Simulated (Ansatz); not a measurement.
# InP: the cost of one run

Program: Ansatz 0.2.0. Level of theory: DFT PBE, scalar-relativistic, plane waves, PAW. These are calculated values, not measurements.

5 further runs of the same task are left out: 5 set aside as unsound or not needed.

## (1) The system as given

It takes space group Fm-3m (No. 225, cubic). The conventional cell has a = 5.544 Å, b = 5.544 Å, c = 5.544 Å, α = 90.00°, β = 90.00°, γ = 90.00°. In (site symmetry m-3m) is surrounded by 6 P at 2.77 Å. P (site symmetry m-3m) has 6 In at 2.77 Å as nearest neighbours.

As a file:

```
CELL_PARAMETERS angstrom
0.00000 2.77198 2.77198
2.77198 0.00000 2.77198
2.77198 2.77198 0.00000
ATOMIC_POSITIONS crystal
In 0.00000 0.00000 0.00000
P 0.50000 0.50000 0.50000
```

It is the result of an earlier relaxation at this level (volume 21.30 Å³/atom; gap on the mesh: none (metal)).

## (2) The cell under 12 GPa

At a set pressure the run lowers the enthalpy E + PV, so the energy alone may rise along the way.

Contents of input.yaml:

```yaml
crystal:
  lattice:
    - [0.0, 2.7719816234, 2.7719816234]
    - [2.7719816234, 0.0, 2.7719816234]
    - [2.7719816234, 2.7719816234, 0.0]
  atoms:
    - { symbol: In, position: [0.0, 0.0, 0.0] }
    - { symbol: P, position: [0.5, 0.5, 0.5] }
basis:
  ecutwfc: 420
kpoints:
  mp_grid: { grid: [14, 14, 14] }
hamiltonian:
  xc: pbe
scf:
  occupations: { method: fermi_dirac, width: 0.15 }
output:
  forces: true
  stress: true
  eigenvalues: true
  write_density: true
  write_potential: true
  elf: true
  volumetric_format: npy
relax:
  adjacent_minimum: "off"
  f_tol: 0.001
  max_steps: 60
  cell: { stress_tol: 0.02, p_target: 12.0 }
```

The run is started by

```
> ansatz run input.yaml --threads 1 --pin off --max-ram 3072MiB --backend cpu --events-out ev --progress --plain --runs-dir out
```

What time and memory should one allow on 1 thread of AMD EPYC 7R43 (Zen 3), shared host?

About 28 s, with a peak of 0.4 GiB.
